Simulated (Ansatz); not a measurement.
A crystal in the bcc structure was computed with PBE in Ansatz (plane waves, PAW datasets (generated hard set); cutoff 700 eV), no spin polarisation, no spin–orbit coupling, Fermi–Dirac smearing of 0.061 eV, k-spacing 0.11 to 0.12 Å⁻¹. It has a₀ = 3.092 Å and B₀ = 351 GPa.

Which is it?
A. Os
B. Mn
C. Zn
D. Tl
E. Ca

A. The five: Os 3.092 Å, 351 GPa; Mn 2.783 Å, 278 GPa; Zn 3.134 Å, 64 GPa; Tl 3.976 Å, 26 GPa; Ca 4.384 Å, 16.6 GPa.

Model structures, not the usual forms at ambient conditions (metastable or hypothetical): Os, Mn, Zn, Tl, Ca. Spin polarisation is left out, and a magnetic state may lie lower for Mn. Spin–orbit coupling is left out, which matters for 6p elements such as Tl, Pb and Bi.
